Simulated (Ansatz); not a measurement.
CaF₂ (fluorite), relaxed with HSE06 (Ansatz, an electronic-structure program, plane waves, PAW): a = b = c = 5.468 Å, α = β = γ = 90.00°.

gap (eV): 9.34
B₀ by P(V) fit (GPa): 83.3

The same phase is relaxed and computed with PBEsol in the same code. What are the cell and these values now?

a = b = c = 5.4203 Å, α = β = γ = 90.00°.

- gap (eV) = 7.25
- B₀ by P(V) fit (GPa) = 86.4

All cells were relaxed under the symmetry of their starts (and spin orders); stability against distortions was not tested throughout.

Potentials: the earlier of the program's two PAW sets. The files were generated under PBE; for other functionals the program regenerates the frozen cores, and for LDA and PBEsol the local potential too.

Ansatz is a plane-wave DFT program.
